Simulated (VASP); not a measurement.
**TePb: relaxation of the atoms with PBE**

TePb:

```
Te Pb
1.0
     0.00000    3.34850    3.34850
     3.34850    0.00000    3.34850
     3.34850    3.34850    0.00000
Te Pb
1 1
Direct
  0.50000 0.50000 0.50000
  0.00000 0.00000 0.00000
```

The cell isn't the ideal one: a relaxed cell with its volume scaled by 1.06.

- Program: VASP 6.6.1
- Task: relaxation of the atoms
- Functional: PBE
- Potentials or basis: VASP PAW PBE potentials, release 64 (Te, Pb_d)
- Cutoff: 600 eV
- k mesh: 8 × 8 × 8
- Occupations: gaussian, width 0.03 eV
- Spin: no spin polarisation
- Further INCAR settings: ALGO = Normal; EDIFF = 1e-07; IBRION = 2; EDIFFG = -0.01; NSW = 40

- Pressure after relaxing: -2.0 GPa
- Band gap on the k mesh: 0.92 eV, direct

Final structure:
```xyz
2
Lattice="0.0000 3.3485 3.3485 3.3485 0.0000 3.3485 3.3485 3.3485 0.0000" Properties=species:S:1:pos:R:3 pbc="T T T"
Te    3.3485    3.3485    3.3485
Pb    0.0000    0.0000    0.0000
```

Levels at points of the mesh, in eV from the valence-band top:
| k point | band 6 | band 7 | band 8 | band 9 | band 10 | band 11 | band 12 | band 13 | band 14 |
| --- | --- | --- | --- | --- | --- | --- | --- | --- | --- |
| (0.00, 0.00, 0.00) | -11.18 | -5.85 | -0.95 | -0.95 | -0.95 | 3.95 | 3.95 | 3.95 | 6.03 |
| (0.50, 0.00, 0.00) | -10.01 | -8.08 | -0.56 | -0.56 | 0.00 | 0.92 | 1.51 | 1.51 | 8.27 |
| (0.50, 0.50, 0.00) | -9.86 | -7.15 | -3.69 | -2.21 | -2.21 | 3.74 | 5.10 | 5.10 | 6.11 |

Wall time 32 s on 1 thread of Intel(R) Xeon(R) Platinum 8488C (Sapphire Rapids), with other jobs on the host, peak memory 0.25 GiB.

Caveat: the relaxation stopped at its first step, so nothing moved; spin-orbit coupling is left out, which as a rule narrows the gap of such compounds by several tenths of an eV. A k mesh can miss the band edges.
